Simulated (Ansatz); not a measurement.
NaCl, pressure series

Consider NaCl in the rock salt structure (space group Fm-3m, No. 225).

```
NaCl
1.0
    0.00000     2.84776     2.84776
    2.84776     0.00000     2.84776
    2.84776     2.84776     0.00000
Cl Na
1 1
Direct
  0.00000   0.00000   0.00000
  0.50000   0.50000   0.50000
```

Cell and atoms are relaxed at each pressure.

Method: Ansatz (a first-principles code) PBE, no spin-orbit coupling.

Computed cases, in order: pressure −2 GPa; pressure −1 GPa; 0 GPa (base); pressure 3 GPa; pressure 7 GPa; pressure 15 GPa; pressure 30 GPa; pressure 50 GPa; pressure 75 GPa; pressure 100 GPa.

**Question.** Between which two neighbouring cases does the gap turn between direct and indirect?

**Answer.** Between pressure 15 GPa (6.44 eV, direct at Γ) and pressure 30 GPa (7.18 eV, indirect, Γ → X). The whole series: pressure −2 GPa: 4.62 eV, direct at Γ; pressure −1 GPa: 4.83 eV, direct at Γ; 0 GPa (base): 5.00 eV, direct at Γ; pressure 3 GPa: 5.40 eV, direct at Γ; pressure 7 GPa: 5.81 eV, direct at Γ; pressure 15 GPa: 6.44 eV, direct at Γ; pressure 30 GPa: 7.18 eV, indirect, Γ → X; pressure 50 GPa: 6.71 eV, indirect, Γ → X; pressure 75 GPa: 6.19 eV, indirect, Γ → X; pressure 100 GPa: 5.73 eV, indirect, Γ → X.

Load acts through the strain it causes; cell and atoms are relaxed under it. No phonon test of stability was made. No other phases were tried under pressure.
